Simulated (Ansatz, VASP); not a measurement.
# Two plane-wave programs on Cu

File INCAR:

```
SYSTEM = Cu
PREC = Accurate
ENCUT = 520
EDIFF = 1E-6
ISMEAR = 0
SIGMA = 0.15
LREAL = .False.
LASPH = .True.
NELM = 100
ALGO = Fast
ISIF = 2
LWAVE = .False.
LCHARG = .True.
GGA = PE
LELF = .True.
LVHAR = .True.
NBANDS = 12
```

Contents of KPOINTS:

```
Automatic mesh
0
Gamma
  30 30 30
  0 0 0
```

POSCAR

```
Cu
1.0
   -1.4755302431      1.4755302431      1.3795566845
    1.4755302431     -1.4755302431      1.3795566845
    1.4755302431      1.4755302431     -1.3795566845
Cu
1
Direct
    0.0000000000      0.0000000000      0.0000000000
```

Input for Ansatz:

```yaml
crystal:
  lattice:
    - [-1.4755302431, 1.4755302431, 1.3795566845]
    - [1.4755302431, -1.4755302431, 1.3795566845]
    - [1.4755302431, 1.4755302431, -1.3795566845]
  atoms:
    - { symbol: Cu, position: [0.0, 0.0, 0.0] }
basis:
  ecutwfc: 420
kpoints:
  mp_grid: { grid: [30, 30, 30] }
hamiltonian:
  xc: pbe
scf:
  occupations: { method: gaussian, width: 0.15 }
output:
  forces: true
  stress: true
  eigenvalues: true
```

This isn't the form of Cu at room conditions, which is fcc.

Alike in both runs: task single point; functional PBE; k mesh 30 × 30 × 30; occupations gaussian, width 0.15 eV; no spin polarisation.

|  | VASP | Ansatz |
| --- | --- | --- |
| version | VASP 6.6.1 | Ansatz 0.2.0 |
| potentials or method | VASP PAW PBE potentials, release 64 (Cu) | scalar-relativistic, plane waves, PAW |
| plane-wave cutoff (eV) | 520 | 420 |
| valence electrons in the cell | 11 | 19 |

VASP gave:

- gap on the k mesh at the Fermi level (eV): none
- pressure (GPa): 0.6
- largest component of the traceless stress (GPa): 0.07

Question: Which values does Ansatz return?

Answer: gap on the k mesh at the Fermi level (eV): none; pressure (GPa): 0.0; largest component of the traceless stress (GPa): 0.04.

A gap of «none» marks a metal or a gap that the smearing closes. The two sets of potentials don't hold the same shells in valence.
